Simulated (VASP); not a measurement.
# Rb (I4_1/amd) in VASP: single point with PBEsol

Aim: the single point of Rb with PBEsol.

Program: VASP 6.6.1. These are calculated values, not measurements. Logs are shortened: lines on timing, memory, paths and dates and some standing lists are left out, and cuts for length are marked.

**1. The crystal as given**

Symmetry: I4_1/amd, No. 141, tetragonal system. Conventional cell: a = 4.758 Å, b = 4.758 Å, c = 16.977 Å, α = 90.00°, β = 90.00°, γ = 90.00°.

This isn't the form of Rb at room conditions, which is bcc.

**2. Single point, PBEsol**

The input, INCAR:

```
ALGO = Normal ; EDIFF = 1E-6
ENCUT = 520 ; GGA = PS
ISIF = 2 ; ISMEAR = 0
LASPH = T ; LCHARG = F
LREAL = F ; LWAVE = F
NBANDS = 16 ; NELM = 100
PREC = Accurate ; SIGMA = 0.1
```

The input, KPOINTS:

```
k-points
0
Gamma
  6 6 6
```

The input, POSCAR:

```
Rb
1.0
   -2.3789880000      2.3789880000      8.4886690000
    2.3789880000     -2.3789880000      8.4886690000
    2.3789880000      2.3789880000     -8.4886690000
Rb
2
Direct
    0.2500000000      0.7500000000      0.5000000000
    0.5000000000      0.5000000000      0.0000000000
```

Potentials or basis: VASP PAW PBE potentials, release 64 (Rb_sv).

The run is started by

```bash
cat potpaw_PBE.64/Rb_sv/POTCAR > POTCAR
mpirun -np 1 vasp_std > vasp.out
```

OUTCAR:

```text
EDIFF = 1E-6
   ENCUT = 520
   GGA = PS
   ISIF = 2
   ISMEAR = 0
   LASPH = T
   LREAL = F
   NELM = 100
   PREC = Accurate

 ion  position               nearest neighbor table
   1  0.250  0.750  0.500-   2 4.87   2 4.87   2 4.87   2 4.87
   2  0.500  0.500  0.000-   1 4.87   1 4.87   1 4.87   1 4.87

  LATTYP: Found a body centered tetragonal cell.
 ALAT       =     4.7579760000
 C/A-ratio  =     3.5681848752

  Lattice vectors:

 A1 = (  -2.3789880000,   2.3789880000,   8.4886690000)
 A2 = (   2.3789880000,  -2.3789880000,   8.4886690000)
 A3 = (   2.3789880000,   2.3789880000,  -8.4886690000)

Analysis of symmetry for initial positions (statically):
=====================================================================
 Subroutine PRICEL returns:
 Original cell was already a primitive cell.

 Routine SETGRP: Setting up the symmetry group for a
 body centered tetragonal supercell.

 Subroutine GETGRP returns: Found 16 space group operations
 (whereof  8 operations were pure point group operations)
 out of a pool of 16 trial point group operations.

The static configuration has the point symmetry D_2d.
 The point group associated with its full space group is D_4h.

Analysis of symmetry for dynamics (positions and initial velocities):
=====================================================================
 Subroutine PRICEL returns:
 Original cell was already a primitive cell.

 Routine SETGRP: Setting up the symmetry group for a
 body centered tetragonal supercell.

 Subroutine GETGRP returns: Found 16 space group operations
 (whereof  8 operations were pure point group operations)
 out of a pool of 16 trial point group operations.

The dynamic configuration has the point symmetry D_2d.
 The point group associated with its full space group is D_4h.

 Subroutine INISYM returns: Found 16 space group operations
 (whereof  8 operations are pure point group operations),
 and found     1 'primitive' translations

----------------------------------------------------------------------------------------

                                     Primitive cell

  volume of cell :     192.1693

  direct lattice vectors                    reciprocal lattice vectors
    -2.378988000  2.378988000  8.488669000     0.000000000  0.210173401  0.058902049
     2.378988000 -2.378988000  8.488669000     0.210173401  0.000000000  0.058902049
     2.378988000  2.378988000 -8.488669000     0.210173401  0.210173401  0.000000000

  length of vectors
     9.131082586  9.131082586  9.131082586     0.218271185  0.218271185  0.297230075

  position of ions in fractional coordinates (direct lattice)
     0.250000000  0.750000000  0.500000000
     0.500000000  0.500000000  0.000000000

  ion indices of the primitive-cell ions
   primitive index   ion index
                 1           1
                 2           2

----------------------------------------------------------------------------------------

 KPOINTS: k-points

Automatic generation of k-mesh.
 Grid dimensions read from file:
 generate k-points for:    6    6    6

 Generating k-lattice:

  Cartesian coordinates                     Fractional coordinates (reciprocal lattice)
     0.000000000  0.035028900  0.009817008     0.166666667  0.000000000 -0.000000000
     0.035028900  0.000000000  0.009817008     0.000000000  0.166666667 -0.000000000
     0.035028900  0.035028900  0.000000000     0.000000000  0.000000000  0.166666667

  Length of vectors
     0.036378531  0.036378531  0.049538346

  Shift w.r.t. Gamma in fractional coordinates (k-lattice)
     0.000000000  0.000000000  0.000000000

 Subroutine IBZKPT returns following result:
 ===========================================

 Found     30 irreducible k-points:

 Following reciprocal coordinates:
            Coordinates               Weight
  0.000000  0.000000  0.000000      1.000000
  0.166667  0.000000 -0.000000      8.000000
  0.333333 -0.000000  0.000000      8.000000
  0.500000  0.000000  0.000000      4.000000
  0.166667  0.166667  0.000000      8.000000
  0.333333  0.166667  0.000000     16.000000
[... 16 lines left out ...]
 -0.333333 -0.333333  0.166667      8.000000
 -0.166667 -0.333333  0.166667      8.000000
 [... further k-points ...]
   k-points           NKPTS =     30   k-points in BZ     NKDIM =     30   number of bands    NBANDS=     16
   number of dos      NEDOS =    301   number of ions     NIONS =      2
   total plane-waves  NPLWV = 343000
   dimension x,y,z NGX =    70 NGY =   70 NGZ =   70
   dimension x,y,z NGXF=   140 NGYF=  140 NGZF=  140
   ions per type =               2
   NGX,Y,Z   is equivalent  to a cutoff of  12.74, 12.74, 12.74 a.u.
   NGXF,Y,Z  is equivalent  to a cutoff of  25.49, 25.49, 25.49 a.u.
 SYSTEM =  unknown system
   PREC   = accura    normal or accurate (medium, high low for compatibility)
   ISTART =      0    job   : 0-new  1-cont  2-samecut
   ICHARG =      2    charge: 1-file 2-atom 10-const
   ISPIN  =      1    spin polarized calculation?
   LNONCOLLINEAR =      F non collinear calculations
   LSORBIT =      F    spin-orbit coupling
   LASPH  =      T    aspherical Exc in radial PAW
   ENCUT  =  520.0 eV  38.22 Ry    6.18 a.u.  16.98 16.98 16.98*2*pi/ulx,y,z
   NELM   =    100;   NELMIN=  2; NELMDL= -5     # of ELM steps
   EDIFF  = 0.1E-05   stopping-criterion for ELM
   LREAL  =      F    real-space projection
   EDIFFG = 0.1E-04   stopping-criterion for IOM
   NSW    =      0    number of steps for IOM
   IBRION =     -1    ionic relax: 0-MD 1-quasi-New 2-CG
   NFREE  =      0    steps in history (QN), initial steepest desc. (CG)
   ISIF   =      2    stress and relaxation
   ISYM   =      2    0-nonsym 1-usesym 2-fastsym
   POTIM  = 0.5000    time-step for ionic-motion
   TEBEG  =    0.0;   TEEND  =   0.0 temperature during run
   PSTRESS=    0.0 pullay stress
   NELECT =      18.0000    total number of electrons
   NUPDOWN=      -1.0000    fix difference up-down
   EMIN   =  10.00;   EMAX   =-10.00  energy-range for DOS
   EFERMI =   0.00;   METHOD = LEGACY
   ISMEAR =     0;   SIGMA  =   0.10  broadening in eV -4-tet -1-fermi 0-gaus
   EFERMI_NEDOS =   21; number of points for ismear=-14 and -15
   IALGO  =     38    algorithm
   IMIX   =      4    mixing-type and parameters
     AMIX     =   0.40;   BMIX     =  1.00
     AMIX_MAG =   1.60;   BMIX_MAG =  1.00
  volume/ion in A,a.u.               =      96.08       648.41
  Fermi-wavevector in a.u.,A,eV,Ry     =   0.743483  1.404979  7.520849  0.552767
  Thomas-Fermi vector in A             =   1.838609
   LORBIT       =      0    0 simple, 1 ext, 2 COOP (PROOUT), +10 PAW based schemes
   GGA     = PS    functional components
   LHFCALC =     F    Hartree Fock is set to
   AEXX    =    0.0000 exact exchange contribution
   IVDW    =     0    specifies the selected vdW correction
   LEPSILON=     F    determine dielectric tensor
   LRPA    =     F    only Hartree local field effects (RPA)
 non-spin polarized calculation
 Gauss-broadening in eV      SIGMA  =   0.10
  energy-cutoff  :      520.00
  volume of cell :      192.17
 maximum number of plane-waves:      5210
 NGX is ok and might be reduce to    70
   NGX = 33   NGY = 33   NGZ = 33

 number of electron      18.0000000 magnetization

 Free energy of the ion-electron system (eV)
  ---------------------------------------------------
  ext. energy  EPLUGINS =         0.00000000
  ---------------------------------------------------
  free energy    TOTEN  =        -1.92620536 eV

  energy without entropy =       -1.91686237  energy(sigma->0) =       -1.92153386

 E-fermi :  -0.1456     XC(G=0):  -5.3807

 val. band max:       -0.1724649795   @ k =   0.3333   0.3333   0.0000
 cond. band min:      -0.0646964027   @ k =  -0.3333   0.3333   0.1667
 fundamental gap:      0.1077685768
 Fermi energy:        -0.1456128387

 k-point     1 :       0.0000    0.0000    0.0000
  band No.  band energies     occupation
      1     -29.1189      2.00000
      2     -29.1145      2.00000
      3     -13.2643      2.00000
      4     -13.1689      2.00000
      5     -13.1689      2.00000
      6     -13.1632      2.00000
[... 8 lines left out ...]
     15       4.0880      0.00000
     16       4.0909      0.00000

 k-point     2 :       0.1667    0.0000   -0.0000
  band No.  band energies     occupation
      1     -29.1179      2.00000
      2     -29.1140      2.00000
      3     -13.2575      2.00000
      4     -13.1932      2.00000
      5     -13.1850      2.00000
      6     -13.1680      2.00000
[... 8 lines left out ...]
     15       3.4815      0.00000
     16       4.0299      0.00000

 k-point     3 :       0.3333   -0.0000    0.0000
  band No.  band energies     occupation
      1     -29.1159      2.00000
      2     -29.1131      2.00000
      3     -13.2497      2.00000
      4     -13.2390      2.00000
      5     -13.2190      2.00000
      6     -13.1663      2.00000
[... 8 lines left out ...]
     15       3.3462      0.00000
     16       3.9470      0.00000

 k-point     4 :       0.5000    0.0000    0.0000
  band No.  band energies     occupation
      1     -29.1148      2.00000
      2     -29.1127      2.00000
      3     -13.2626      2.00000
      4     -13.2596      2.00000
      5     -13.2183      2.00000
      6     -13.1725      2.00000
[... 8 lines left out ...]
     15       3.2627      0.00000
     16       3.8102      0.00000
[... 324 lines left out ...]
 k-point    22 :      -0.1667    0.5000    0.1667
  band No.  band energies     occupation
      1     -29.1154      2.00000
      2     -29.1136      2.00000
      3     -13.2456      2.00000
      4     -13.2383      2.00000
      5     -13.2126      2.00000
      6     -13.1776      2.00000
[... 8 lines left out ...]
     15       3.1752      0.00000
     16       3.9621      0.00000

 k-point    23 :      -0.3333   -0.3333    0.1667
  band No.  band energies     occupation
      1     -29.1162      2.00000
      2     -29.1143      2.00000
      3     -13.2326      2.00000
      4     -13.2014      2.00000
      5     -13.1927      2.00000
      6     -13.1819      2.00000
[... 8 lines left out ...]
     15       3.1098      0.00000
     16       3.2690      0.00000

 k-point    24 :      -0.1667   -0.3333    0.1667
  band No.  band energies     occupation
      1     -29.1174      2.00000
      2     -29.1146      2.00000
      3     -13.2452      2.00000
      4     -13.1975      2.00000
      5     -13.1817      2.00000
      6     -13.1705      2.00000
[... 8 lines left out ...]
     15       3.3157      0.00000
     16       3.8892      0.00000

 [... further k-points ...]

------------------------ aborting loop because EDIFF is reached ----------------------------------------

  FORCE on cell =-STRESS in cart. coord.  units (eV):
  Direction    XX          YY          ZZ          XY          YZ          ZX
  --------------------------------------------------------------------------------------
  -------------------------------------------------------------------------------------
  Total       -0.1819767     -0.1819767     -0.1159790      0.0000000      0.0000000      0.0000000
  in kB       -1.5171984     -1.5171984     -0.9669538      0.0000000      0.0000000      0.0000000
  external PRESSURE =      -1.3337836 kB  Pullay stress =       0.0000000 kB

 VOLUME and BASIS-vectors are now :
 -----------------------------------------------------------------------------
  energy-cutoff  :      520.00
  volume of cell :      192.17
      direct lattice vectors                 reciprocal lattice vectors
    -2.378988000  2.378988000  8.488669000     0.000000000  0.210173401  0.058902049
     2.378988000 -2.378988000  8.488669000     0.210173401  0.000000000  0.058902049
     2.378988000  2.378988000 -8.488669000     0.210173401  0.210173401  0.000000000

 POSITION                                       TOTAL-FORCE (eV/Angst)
 -----------------------------------------------------------------------------------
      2.37899     -0.00000      4.24433         0.000000     -0.000000     -0.000000
      0.00000      0.00000      8.48867        -0.000000      0.000000      0.000000
 -----------------------------------------------------------------------------------
    total drift:                                0.000000      0.000000     -0.000000

  FREE ENERGIE OF THE ION-ELECTRON SYSTEM (eV)
  ---------------------------------------------------
  free  energy   TOTEN  =        -1.9262053618 eV

  energy  without entropy=       -1.9168623675  energy(sigma->0) =       -1.92153386
```

Run time: 2.3 min. Hardware: 1 thread of Intel Xeon Platinum 8488C (Sapphire Rapids), shared host; peak memory 0.62 GiB.

Results:

| Quantity | Value |
| --- | --- |
| Free energy | -1.9262 eV |
| Pressure | -0.1 GPa |
| Band gap on the k mesh | none (metal or under the smearing width) |

Caveat: the PAW data sets were made with another functional, which shifts forces and pressure a little.
